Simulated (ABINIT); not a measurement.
ZrC: relaxation of cell and atoms with PBEsol

The system is ZrC.

```
Zr C
1.0
     0.00000    2.36500    2.36500
     2.36500    0.00000    2.36500
     2.36500    2.36500    0.00000
Zr C
1 1
Cartesian
  2.3650 2.3650 2.3650
  0.0000 0.0000 0.0000
```

| Quantity | Value |
| --- | --- |
| Program | ABINIT 10.8.3 (patched build) |
| Task | relaxation of cell and atoms |
| Functional | PBEsol |
| Potentials or basis | JTH PAW PBE v2.0 |
| Cutoff | 517 eV |
| k mesh | 10 × 10 × 10 |
| Occupations | fermi-dirac, width 0.05 eV |
| Spin | no spin polarisation |
| Target pressure | 10 GPa |
| Cell freedom (optcell) | 2 |
| Cutoff smearing ecutsm (Ha) | 0.5 |
| Optimiser (ionmov) | 2 |
| Force stop (Ha/bohr) | 0.0002 |
| Fine-grid cutoff | 1034.03 eV |

```
Relaxed volume                                         : 12.23 Å³/atom
Relaxed cell                                           : a = 3.259 Å, b = 3.259 Å, c = 3.259 Å, α = 60.00°, β = 60.00°, γ = 60.00°
Space group after relaxing (to 0.05 Å)                 : Fm-3m (No. 225)
Energy change on relaxing (the enthalpy is what falls) : +1.6 meV/atom
Ionic steps                                            : 4
Pressure after relaxing                                : 10.0 GPa
Band gap on the k mesh                                 : none (metal or under the smearing width)
Valence electrons inside the program's atomic spheres  : Zr 9.13; C 2.38
```

The path:
```tsv
step	energy change (eV)	largest force (eV/Å)	pressure (GPa)	volume (Å³)
1	0.0000	0.0000	-8.49	26.46
2	-0.0206	0.0000	4.41	24.99
3	0.0062	0.0000	10.53	24.42
4	0.0031	0.0000	9.99	24.47
```

Final structure:
```
Zr C
1.0
     0.00000    2.30413    2.30413
     2.30413    0.00000    2.30413
     2.30413    2.30413    0.00000
Zr C
1 1
Direct
  0.50000 0.50000 0.50000
  0.00000 0.00000 0.00000
```

Levels at points of the mesh, in eV from the Fermi level:
```tsv
k point	band 5	band 6	band 7	band 8	band 9	band 10	band 11	band 12
(0.00, 0.00, 0.00)	-11.51	0.95	0.95	0.95	1.06	1.06	1.06	2.96
(0.50, 0.00, 0.00)	-8.07	-5.59	-3.16	-3.16	4.81	4.81	5.70	6.72
(0.50, 0.50, 0.00)	-10.37	-2.03	-1.97	0.12	0.12	4.77	6.10	6.10
```

Run time: 95 s on 1 thread of Intel(R) Xeon(R) Platinum 8488C (Sapphire Rapids), with other jobs on the host, peak memory 0.12 GiB.

Caveat: the PAW data sets were made with another functional, which shifts forces and pressure a little.
